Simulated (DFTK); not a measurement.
Crystal: NaF (Villiaumite).

```
Na F
1.0
     0.00000    2.32000    2.32000
     2.32000    0.00000    2.32000
     2.32000    2.32000    0.00000
Na F
1 1
Cartesian
  0.0000 0.0000 0.0000
  2.3200 2.3200 2.3200
```

Base run:

- Program: DFTK 0.8.2
- Functional: PBE
- Potentials or basis: dojo.nc.sr.pbe.v0_4_1.standard.upf (PBE)
- Cutoff: 1197 eV
- k mesh: 10 × 10 × 10
- Occupations: fermi-dirac, width 0.05 eV
- Spin: no spin polarisation

Its results: band gap on the k mesh 6.32 eV, direct; pressure 1.9 GPa.

Problem. The run is repeated on the same cell with these changes: functional from PBE to PBEsol; potentials or basis from dojo.nc.sr.pbe.v0_4_1.standard.upf (PBE) to dojo.nc.sr.pbesol.v0_4_1.standard.upf (PBEsol). What comes out?

Solution. Band gap on the k mesh 6.18 eV, direct; pressure -0.4 GPa.

A k mesh can miss the band edges.
